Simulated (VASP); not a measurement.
Write the native input for VASP 6.6.1 that does the following.

- Task: single point
- Functional: PBE
- Dispersion: D3(BJ)
- Potentials or basis: VASP PAW PBE potentials, release 64 (Pb_d, S)
- Cutoff: 520 eV
- k mesh: 8 × 8 × 4
- Occupations: gaussian, width 0.02 eV
- Spin: no spin polarisation
- Dipole correction: no
- Further INCAR settings: ALGO = Normal; EDIFF = 1e-06; NBANDS = 28

The structure of PbS lies in POSCAR:

```
PbS
1.0
    2.9590505303     -2.9645918008      0.1815083243
    2.9590505303      2.9645918008      0.1815083243
   -0.3640839715      0.0000000000      5.9388225351
Pb S
2 2
Direct
    0.7500079970      0.7500079970      0.7499250316
    0.2499920030      0.2499920030      0.2500749684
    0.2500153976      0.2500153976      0.7497252864
    0.7499846024      0.7499846024      0.2502747136
```

One way to write it, as run:

INCAR

```
  PREC = Accurate
  ENCUT = 520
  EDIFF = 1E-6
  ISMEAR = 0
  SIGMA = 0.02
  LREAL = False
  LASPH = True
  NELM = 80
  ALGO = Normal
  ISIF = 2
  LWAVE = False
  LCHARG = True
  GGA = PE
  IVDW = 12
  LELF = True
  LVHAR = True
  NBANDS = 28
```

KPOINTS

```
Automatic mesh
0
Gamma
  8 8 4
```

Potentials or basis: VASP PAW PBE potentials, release 64 (Pb_d, S).

Launch:

```sh
$ cat potpaw_PBE.64/Pb_d/POTCAR potpaw_PBE.64/S/POTCAR > POTCAR
$ mpirun -np 1 vasp_std > vasp.out
```

It gave:

* Pressure: -0.1 GPa
* Band gap on the k mesh: 0.37 eV
* Dispersion energy per atom: -0.346 eV

Caveat: spin-orbit coupling is left out, which as a rule narrows the gap of such compounds by several tenths of an eV.

Run time: 110 s on 1 thread of Intel(R) Xeon(R) 6975P-C (Granite Rapids), on a shared host, peak memory 0.45 GiB.
